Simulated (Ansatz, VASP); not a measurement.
# Al: VASP beside Ansatz

```
Al
1.0
    -2.43311    2.43311    1.26459
     2.43311   -2.43311    1.26459
     2.43311    2.43311   -1.26459
Al
2
Direct
  0.62500 0.87500 0.75000
  0.37500 0.12500 0.25000
```

Change from the starting cell: volume scaled by 0.78, LAPW.

Alike in both runs: task single point; functional PBE; k mesh 16 × 16 × 16; occupations fermi-dirac, width 0.05 eV; no spin polarisation.

|  | VASP | Ansatz |
| --- | --- | --- |
| version | VASP 6.6.1 | Ansatz 0.2.0 |
| potentials or method | VASP PAW PBE potentials, release 64 (Al), cutoff 520 eV | all-electron LAPW, scalar-relativistic |

|  | VASP | Ansatz | Ansatz less VASP |
| --- | --- | --- | --- |
| pressure (GPa) | 25.4 | 25.3 | -0.14 |

Ansatz ran all-electron here, so the differences hold the error of VASP's frozen core and of both bases.

Caveats: so large a pressure means that the cell lies far from this level's equilibrium, or that cutoff or potentials fall short (VASP).
